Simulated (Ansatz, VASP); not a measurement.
## Two plane-wave programs on Pd

```
CELL_PARAMETERS angstrom
2.68357 0.00000 0.00000
0.00000 2.68357 0.00000
0.00000 0.00000 2.68357
ATOMIC_POSITIONS crystal
Pd 0.00000 0.00000 0.00000
```

Alike in both runs: task single point; functional PBE; k mesh 13 × 13 × 13; occupations fermi-dirac, width 0.1 eV; no spin polarisation.

|  | VASP | Ansatz |
| --- | --- | --- |
| version | VASP 6.6.1 | Ansatz 0.2.0 |
| potentials or method | VASP PAW PBE potentials, release 64 (Pd) | plane waves (420 eV) with PAW, scalar-relativistic |
| plane-wave cutoff (eV) | 520 | 420 |
| valence electrons in the cell | 10 | 18 |

|  | VASP | Ansatz | Ansatz less VASP |
| --- | --- | --- | --- |
| pressure (GPa) | -7.8 | -7.6 | +0.18 |

The two sets of potentials don't hold the same shells in valence.
